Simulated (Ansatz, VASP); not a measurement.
## One calculation of PbO, two programs

```xyz
2
Lattice="0.0000 2.7988 2.7988 2.7988 0.0000 2.7988 2.7988 2.7988 0.0000" Properties=species:S:1:pos:R:3 pbc="T T T"
Pb    0.0000    0.0000    0.0000
O     1.3994    1.3994    1.3994
```

The cell was built by a generator and needn't be a form met in nature.

Alike in both runs: task single point; functional HSE06; k mesh 4 × 4 × 4; no spin polarisation.

```csv
,VASP,Ansatz
version,VASP 6.6.1,Ansatz 0.2.0
potentials or method,"VASP PAW PBE potentials, release 64 (Pb_d, O)","plane waves, PAW"
plane-wave cutoff (eV),520,420
occupations,"gaussian, width 0.01 eV",fixed
valence electrons in the cell,20,20
```

VASP gave:

* gap on the k mesh at the Fermi level (eV): 1.04
* pressure (GPa): 0.5

Q: Estimate Ansatz's values.

A: gap on the k mesh at the Fermi level (eV): 1.05; pressure (GPa): 0.4.

Ansatz warned: «stress_exchange_threshold_loose».

Caveats: the k mesh is coarse (spacing up to 0.49 Å⁻¹), so the values aren't converged, least of all with exact exchange; the PAW data sets were made with another functional, which shifts forces and pressure a little (VASP); spin-orbit coupling is left out, which as a rule narrows the gap of such compounds by several tenths of an eV. A k mesh can miss the band edges.
